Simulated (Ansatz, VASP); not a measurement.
## One calculation of In, two programs

INCAR

```
SYSTEM = In
ALGO = Normal ; EDIFF = 1E-6
ENCUT = 520 ; GGA = PS
ISIF = 2 ; ISMEAR = -1
LASPH = .True. ; LCHARG = .False.
LREAL = .False. ; LWAVE = .False.
NBANDS = 12 ; NELM = 60
PREC = Accurate ; SIGMA = 0.05
```

File KPOINTS:

```
k-points
0
Gamma
  10 10 10
  0 0 0
```

Contents of POSCAR:

```
In
1.0
   -1.9194468732      1.9194468732      1.9194468732
    1.9194468732     -1.9194468732      1.9194468732
    1.9194468732      1.9194468732     -1.9194468732
In
1
Direct
    0.0000000000      0.0000000000      0.0000000000
```

The input input.yaml:

```yaml
crystal:
  lattice:
    - [-1.9194468732, 1.9194468732, 1.9194468732]
    - [1.9194468732, -1.9194468732, 1.9194468732]
    - [1.9194468732, 1.9194468732, -1.9194468732]
  atoms:
    - { symbol: In, position: [0.0, 0.0, 0.0] }
kpoints:
  mp_grid: { grid: [10, 10, 10] }
scf:
  occupations: { method: fermi_dirac, width: 0.05 }
hamiltonian:
  xc: pbesol
  pseudopotentials: { kind: all_electron, lapw: { basis_error: 0.0005 } }
output:
  forces: true
  stress: true
  eigenvalues: true
```

Change from the starting cell: volume scaled by 1.06.

Alike in both runs: task single point; functional PBEsol; k mesh 10 × 10 × 10; occupations fermi-dirac, width 0.05 eV; no spin polarisation.

|  | VASP | Ansatz |
| --- | --- | --- |
| version | VASP 6.6.1 | Ansatz 0.2.0 |
| potentials or method | VASP PAW PBE potentials, release 64 (In_d) | all-electron LAPW, scalar-relativistic |
| plane-wave cutoff (eV) | 520 | see its input |

```tsv
	VASP	Ansatz	Ansatz less VASP
gap on the k mesh at the Fermi level (eV)	none	none	-
pressure (GPa)	-3.1	-3.1	+0.02
```

A gap of «none» marks a metal or a gap that the smearing closes. Ansatz ran all-electron here, so the differences hold the error of VASP's frozen core and of both bases.

Caveats: the PAW data sets were made with another functional, which shifts forces and pressure a little (VASP).
